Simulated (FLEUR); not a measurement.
# BN (F-43m) in FLEUR: notebook

Runs on BN. Level: RPBE. Tasks: band structure, equation of state.

Everything below comes from runs of FLEUR MaX-R8.1 (later development tree). Logs are shortened: lines on timing, memory, paths and dates and some standing lists are left out, and cuts for length are marked.

**Experimental background.**

From a printed reference work, monograph, for a bulk crystal of BN at 300 K: band gap 6.4 eV (indirect).

“Effect of nanostructuration on compressibility of cubic BN”, 2012, arxiv:1208.3664 quotes, for a bulk crystal of BN at 300 K: bulk modulus 395 ± 2 GPa.

The results are compared with them further down.

## (1) The structure

It takes space group F-43m (No. 216, cubic). The conventional cell has a = 3.626 Å, b = 3.626 Å, c = 3.626 Å, α = 90.00°, β = 90.00°, γ = 90.00°. Around N (site symmetry -43m) lie 4 B at 1.57 Å. B (site symmetry -43m) is surrounded by 4 N at 1.57 Å.

The cell is a database's computed one.

## (2) Band structure, RPBE

The input, inp.xml:

```xml
<?xml version="1.0" encoding="UTF-8" standalone="no"?>
<fleurInput fleurInputVersion="0.39">
   <comment>
      BN                                                                                                  
   </comment>
   <calculationSetup>
      <cutoffs Kmax="5.26" Gmax="16.3" GmaxXC="16.3" numbands="0"/>
      <scfLoop itmax="60" minDistance="0.00001" maxIterBroyd="15" imix="Anderson" alpha="0.05" precondParam="0.0" spinf="2.0" sdNocoIR="T"/>
      <coreElectrons ctail="T" frcor="F" kcrel="0" coretail_lmax="0"/>
      <xcFunctional name="Rpbe" relativisticCorrections="F"/>
      <magnetism jspins="1"/>
      <soc l_soc="F" theta="0.0" phi="0.0" spav="F"/>
      <expertModes spex="0" secvar="F"/>
      <geometryOptimization l_f="F" forcealpha="1.0" forcemix="BFGS" epsdisp="0.00001" epsforce="0.00001"/>
      <ldaU l_linMix="F" mixParam="0.05" spinf="1.0"/>
   </calculationSetup>
   <cell>
      <bzIntegration valenceElectrons="8.0" mode="hist" fermiSmearingEnergy="0.00183747">
         <kPointListSelection listName="default-1"/>
         <!-- k-points included here -->
         <xi:include xmlns:xi="http://www.w3.org/2001/XInclude" href="kpts.xml"> </xi:include>
      </bzIntegration>
      <!-- symmetry operations included here -->
      <xi:include xmlns:xi="http://www.w3.org/2001/XInclude" href="sym.xml"> </xi:include>
      <bulkLattice scale="1.0">
         <bravaisMatrix>
            <row-1>    0.0000000000000000     3.4260753536259245     3.4260753536259245</row-1>
            <row-2>    3.4260753536259245     0.0000000000000000     3.4260753536259245</row-2>
            <row-3>    3.4260753536259245     3.4260753536259245     0.0000000000000000</row-3>
         </bravaisMatrix>
      </bulkLattice>
   </cell>
   <atomSpecies>
      <species name="Nitrogen (N)" element="N" atomicNumber="7">
         <mtSphere radius="1.37" gridPoints="453" logIncrement="0.023"/>
         <atomicCutoffs lmax="8" lnonsphr="6"/>
         <electronConfig flipSpins="F">
            <coreConfig>(1s1/2)</coreConfig>
            <valenceConfig>(2s1/2) (2p1/2) (2p3/2)</valenceConfig>
            <stateOccupation state="(2p1/2)" spinUp="0.500000" spinDown="0.500000"/>
            <stateOccupation state="(2p3/2)" spinUp="1.000000" spinDown="1.000000"/>
         </electronConfig>
         <energyParameters s="2" p="2" d="3" f="4"/>
         <lo type="SCLO" l="0" n="2" eDeriv="2"/>
         <lo type="SCLO" l="1" n="2" eDeriv="2"/>
         <lo type="SCLO" l="2" n="3" eDeriv="2"/>
      </species>
      <species name="Boron (B)" element="B" atomicNumber="5">
         <mtSphere radius="1.37" gridPoints="453" logIncrement="0.022"/>
         <atomicCutoffs lmax="8" lnonsphr="6"/>
         <electronConfig flipSpins="F">
            <coreConfig>(1s1/2)</coreConfig>
            <valenceConfig>(2s1/2) (2p1/2) (2p3/2)</valenceConfig>
            <stateOccupation state="(2p1/2)" spinUp="0.166667" spinDown="0.166667"/>
            <stateOccupation state="(2p3/2)" spinUp="0.333333" spinDown="0.333333"/>
         </electronConfig>
         <energyParameters s="2" p="2" d="3" f="4"/>
         <lo type="SCLO" l="0" n="2" eDeriv="2"/>
         <lo type="SCLO" l="1" n="2" eDeriv="2"/>
         <lo type="SCLO" l="2" n="3" eDeriv="2"/>
      </species>
   </atomSpecies>
   <atomGroups>
      <atomGroup species="Nitrogen (N)">
         <relPos label="                   1">1.000/4.000 1.000/4.000 1.000/4.000</relPos>
         <force calculate="T" relaxXYZ="TTT"/>
      </atomGroup>
      <atomGroup species="Boron (B)">
         <relPos label="                   2">.0000000000 .0000000000 .0000000000</relPos>
         <force calculate="T" relaxXYZ="TTT"/>
      </atomGroup>
   </atomGroups>
   <output dos="F" band="F" slice="F">
      <checks vchk="F" cdinf="F"/>
      <bandDOS minEnergy="-.5*Htr" maxEnergy="0.5*Htr" sigma="0.015" storeEVData="T"/>
      <vacuumDOS vacdos="F" integ="F" star="F" nstars="0" locx1="0.0" locy1="0.0" locx2="0.0" locy2="0.0" nstm="0" tworkf="0.0"/>
      <unfoldingBand unfoldBand="F" supercellX="1" supercellY="1" supercellZ="1"/>
      <plotting iplot="0" polar="F">
         <plot TwoD="T" vec1="  1.0  0.0  0.0" vec2="  0.0  1.0  0.0" vec3="  0.0  0.0  1.0" zero="  0.0  0.0  0.0" file="plot"/>
      </plotting>
      <chargeDensitySlicing numkpt="0" minEigenval="0.0" maxEigenval="0.0" nnne="0" pallst="F"/>
      <specialOutput eonly="F"/>
      <moessbauerParams electricFieldGradient="T" isomerShift="T" coreHyperfine="T" valenceHyperfine="T"/>
      <magneticCircularDichroism mcd="F" energyLo="-10.0" energyUp="0.0"/>
   </output>
  <!-- We include the file relax.xml here to enable relaxations (see documentation) -->
  <xi:include xmlns:xi="http://www.w3.org/2001/XInclude" href="relax.xml"> <xi:fallback/> </xi:include>
</fleurInput>
```

The input, crystal.txt:

```
BN
&input cartesian=F /
0.0000000000  1.8130010000  1.8130010000
1.8130010000  0.0000000000  1.8130010000
1.8130010000  1.8130010000  0.0000000000
1.8897261246
1.0 1.0 1.0

2
7 0.2500000000  0.2500000000  0.2500000000
5 0.0000000000  0.0000000000  0.0000000000

&kpt div1=13 div2=13 div3=13 gamma=T /
```

The input, inp.xml (bands):

```
<?xml version="1.0" encoding="UTF-8" standalone="no"?>
<fleurInput fleurInputVersion="0.39">
   <comment>
      BN                                                                                                  
   </comment>
   <calculationSetup>
      <cutoffs Kmax="5.26" Gmax="16.3" GmaxXC="16.3" numbands="0"/>
      <scfLoop itmax="60" minDistance="0.00001" maxIterBroyd="15" imix="Anderson" alpha="0.05" precondParam="0.0" spinf="2.0" sdNocoIR="T"/>
      <coreElectrons ctail="T" frcor="F" kcrel="0" coretail_lmax="0"/>
      <xcFunctional name="Rpbe" relativisticCorrections="F"/>
      <magnetism jspins="1"/>
      <soc l_soc="F" theta="0.0" phi="0.0" spav="F"/>
      <expertModes spex="0" secvar="F"/>
      <geometryOptimization l_f="F" forcealpha="1.0" forcemix="BFGS" epsdisp="0.00001" epsforce="0.00001"/>
      <ldaU l_linMix="F" mixParam="0.05" spinf="1.0"/>
   </calculationSetup>
   <cell>
      <bzIntegration valenceElectrons="8.0" mode="hist" fermiSmearingEnergy="0.00183747">
         <kPointListSelection listName="path-1"/>
         <!-- k-points included here -->
         <xi:include xmlns:xi="http://www.w3.org/2001/XInclude" href="kpts.xml"> </xi:include>
      </bzIntegration>
      <!-- symmetry operations included here -->
      <xi:include xmlns:xi="http://www.w3.org/2001/XInclude" href="sym.xml"> </xi:include>
      <bulkLattice scale="1.0">
         <bravaisMatrix>
            <row-1>    0.0000000000000000     3.4260753536259245     3.4260753536259245</row-1>
            <row-2>    3.4260753536259245     0.0000000000000000     3.4260753536259245</row-2>
            <row-3>    3.4260753536259245     3.4260753536259245     0.0000000000000000</row-3>
         </bravaisMatrix>
      </bulkLattice>
   </cell>
   <atomSpecies>
      <species name="Nitrogen (N)" element="N" atomicNumber="7">
         <mtSphere radius="1.37" gridPoints="453" logIncrement="0.023"/>
         <atomicCutoffs lmax="8" lnonsphr="6"/>
         <electronConfig flipSpins="F">
            <coreConfig>(1s1/2)</coreConfig>
            <valenceConfig>(2s1/2) (2p1/2) (2p3/2)</valenceConfig>
            <stateOccupation state="(2p1/2)" spinUp="0.500000" spinDown="0.500000"/>
            <stateOccupation state="(2p3/2)" spinUp="1.000000" spinDown="1.000000"/>
         </electronConfig>
         <energyParameters s="2" p="2" d="3" f="4"/>
         <lo type="SCLO" l="0" n="2" eDeriv="2"/>
         <lo type="SCLO" l="1" n="2" eDeriv="2"/>
         <lo type="SCLO" l="2" n="3" eDeriv="2"/>
      </species>
      <species name="Boron (B)" element="B" atomicNumber="5">
         <mtSphere radius="1.37" gridPoints="453" logIncrement="0.022"/>
         <atomicCutoffs lmax="8" lnonsphr="6"/>
         <electronConfig flipSpins="F">
            <coreConfig>(1s1/2)</coreConfig>
            <valenceConfig>(2s1/2) (2p1/2) (2p3/2)</valenceConfig>
            <stateOccupation state="(2p1/2)" spinUp="0.166667" spinDown="0.166667"/>
            <stateOccupation state="(2p3/2)" spinUp="0.333333" spinDown="0.333333"/>
         </electronConfig>
         <energyParameters s="2" p="2" d="3" f="4"/>
         <lo type="SCLO" l="0" n="2" eDeriv="2"/>
         <lo type="SCLO" l="1" n="2" eDeriv="2"/>
         <lo type="SCLO" l="2" n="3" eDeriv="2"/>
      </species>
   </atomSpecies>
   <atomGroups>
      <atomGroup species="Nitrogen (N)">
         <relPos label="                   1">1.000/4.000 1.000/4.000 1.000/4.000</relPos>
         <force calculate="T" relaxXYZ="TTT"/>
      </atomGroup>
      <atomGroup species="Boron (B)">
         <relPos label="                   2">.0000000000 .0000000000 .0000000000</relPos>
         <force calculate="T" relaxXYZ="TTT"/>
      </atomGroup>
   </atomGroups>
   <output dos="F" band="T" slice="F">
      <checks vchk="F" cdinf="F"/>
      <bandDOS minEnergy="-.5*Htr" maxEnergy="0.5*Htr" sigma="0.015" storeEVData="T"/>
      <vacuumDOS vacdos="F" integ="F" star="F" nstars="0" locx1="0.0" locy1="0.0" locx2="0.0" locy2="0.0" nstm="0" tworkf="0.0"/>
      <unfoldingBand unfoldBand="F" supercellX="1" supercellY="1" supercellZ="1"/>
      <plotting iplot="0" polar="F">
         <plot TwoD="T" vec1="  1.0  0.0  0.0" vec2="  0.0  1.0  0.0" vec3="  0.0  0.0  1.0" zero="  0.0  0.0  0.0" file="plot"/>
      </plotting>
      <chargeDensitySlicing numkpt="0" minEigenval="0.0" maxEigenval="0.0" nnne="0" pallst="F"/>
      <specialOutput eonly="F"/>
      <moessbauerParams electricFieldGradient="T" isomerShift="T" coreHyperfine="T" valenceHyperfine="T"/>
      <magneticCircularDichroism mcd="F" energyLo="-10.0" energyUp="0.0"/>
   </output>
  <!-- We include the file relax.xml here to enable relaxations (see documentation) -->
  <xi:include xmlns:xi="http://www.w3.org/2001/XInclude" href="relax.xml"> <xi:fallback/> </xi:include>
</fleurInput>
```

Potentials or basis: all-electron, FLAPW.

The run is started by

```bash
> inpgen -f crystal.txt -profile fastHighL
> # inp.xml edited to the form shown
> fleur_MPI
> fleur_MPI   # second run, on inp.xml (bands)
```

Log:

```text
Welcome to FLEUR        (www.flapw.de)
      MaX-Release 8.1          (www.max-centre.eu)

 ========== k-point set info ==========
 Selected k-point list: default-1
 k-point list type: mesh
 13 x 13 x 13
 Number of k points: 84

 ------------Calculation Setup---------------------------
 Number of MPI-tasks      :            1
 Number of PE/node        :            1
 Number of OMP-threads    :            1
 Most efficient MPI parallelization for:
           1           2           3           4           6           7          12          14          21          28          42          84
 Additional eigenvalue parallelization possible
 Number of basis functions:          234
 Approximate size of matrices (H+S) per k-point:         0.002 GB
 --------------------------------------------------------
Nuclear radius smaller than smallest radial mesh point for atom type 2 -- skipping its core isomer shift
Nuclear radius smaller than smallest radial mesh point for atom type 2 -- skipping its isomer shift
 Iteration:     1   Distance:      28.29145655 me/bohr^3
Nuclear radius smaller than smallest radial mesh point for atom type 2 -- skipping its core isomer shift
Nuclear radius smaller than smallest radial mesh point for atom type 2 -- skipping its isomer shift
 Iteration:     2   Distance:      25.75110067 me/bohr^3
Nuclear radius smaller than smallest radial mesh point for atom type 2 -- skipping its core isomer shift
Nuclear radius smaller than smallest radial mesh point for atom type 2 -- skipping its isomer shift
 Iteration:     3   Distance:      11.29267586 me/bohr^3
Nuclear radius smaller than smallest radial mesh point for atom type 2 -- skipping its core isomer shift
Nuclear radius smaller than smallest radial mesh point for atom type 2 -- skipping its isomer shift
 Iteration:     4   Distance:       3.62615913 me/bohr^3
Nuclear radius smaller than smallest radial mesh point for atom type 2 -- skipping its core isomer shift
Nuclear radius smaller than smallest radial mesh point for atom type 2 -- skipping its isomer shift
 Iteration:     5   Distance:       1.06381576 me/bohr^3
Nuclear radius smaller than smallest radial mesh point for atom type 2 -- skipping its core isomer shift
Nuclear radius smaller than smallest radial mesh point for atom type 2 -- skipping its isomer shift
 Iteration:     6   Distance:       0.54207782 me/bohr^3
Nuclear radius smaller than smallest radial mesh point for atom type 2 -- skipping its core isomer shift
Nuclear radius smaller than smallest radial mesh point for atom type 2 -- skipping its isomer shift
 Iteration:     7   Distance:       0.14911174 me/bohr^3
Nuclear radius smaller than smallest radial mesh point for atom type 2 -- skipping its core isomer shift
Nuclear radius smaller than smallest radial mesh point for atom type 2 -- skipping its isomer shift
 Iteration:     8   Distance:       0.35972037 me/bohr^3
Nuclear radius smaller than smallest radial mesh point for atom type 2 -- skipping its core isomer shift
Nuclear radius smaller than smallest radial mesh point for atom type 2 -- skipping its isomer shift
 Iteration:     9   Distance:       0.03570902 me/bohr^3
Nuclear radius smaller than smallest radial mesh point for atom type 2 -- skipping its core isomer shift
Nuclear radius smaller than smallest radial mesh point for atom type 2 -- skipping its isomer shift
 Iteration:    10   Distance:       0.00200684 me/bohr^3
Nuclear radius smaller than smallest radial mesh point for atom type 2 -- skipping its core isomer shift
Nuclear radius smaller than smallest radial mesh point for atom type 2 -- skipping its isomer shift
 Iteration:    11   Distance:       0.00149681 me/bohr^3
Nuclear radius smaller than smallest radial mesh point for atom type 2 -- skipping its core isomer shift
Nuclear radius smaller than smallest radial mesh point for atom type 2 -- skipping its isomer shift
 Iteration:    12   Distance:       0.00012472 me/bohr^3
Nuclear radius smaller than smallest radial mesh point for atom type 2 -- skipping its core isomer shift
Nuclear radius smaller than smallest radial mesh point for atom type 2 -- skipping its isomer shift
 Iteration:    13   Distance:       0.00008165 me/bohr^3
Nuclear radius smaller than smallest radial mesh point for atom type 2 -- skipping its core isomer shift
Nuclear radius smaller than smallest radial mesh point for atom type 2 -- skipping its isomer shift
 Iteration:    14   Distance:       0.00000540 me/bohr^3

 ********************************************************************
 Run finished successfully
 Stop message:
   all done
 ********************************************************************
```

Run time: 31 s. Hardware: 1 thread of Arm Neoverse V1, shared host; peak memory 0.05 GiB.

What came out:

* Free energy: -2171.1497 eV
* Band gap on the k mesh: 4.73 eV, indirect (least direct gap 8.97 eV)
* Band gap along the path: 4.66 eV, indirect (least direct gap 8.97 eV)
* Valence electrons inside the program's atomic spheres: N 3.37; B 1.09 (radii N 1.37, B 1.37 bohr)

Levels at the corners of the path, in eV from the valence-band top:
```tsv
point	band 1	band 2	band 3	band 4	band 5	band 6	band 7
Γ	-20.23	0.00	0.00	0.00	8.97	8.97	8.97
X	-14.78	-8.87	-4.83	-4.83	4.66	9.34	18.10
W	-14.50	-7.61	-6.82	-6.37	9.79	13.38	14.60
K	-14.71	-8.11	-7.50	-4.02	7.08	12.96	15.98
Γ	-20.23	0.00	0.00	0.00	8.97	8.97	8.97
L	-16.13	-10.56	-1.92	-1.92	10.07	10.86	10.86
U	-14.71	-8.11	-7.50	-4.02	7.08	12.96	15.98
W	-14.50	-7.61	-6.82	-6.37	9.79	13.38	14.60
L	-16.13	-10.56	-1.92	-1.92	10.07	10.86	10.86
K	-14.71	-8.11	-7.50	-4.02	7.08	12.96	15.98
U	-14.71	-8.11	-7.50	-4.02	7.08	12.96	15.98
X	-14.78	-8.87	-4.83	-4.83	4.66	9.34	18.10
```

Core levels (eV from the Fermi level):
```csv
atom,levels
1 N,1s1/2 -375.2
2 B,1s1/2 -172.7
```

[end of part 1 of 2]
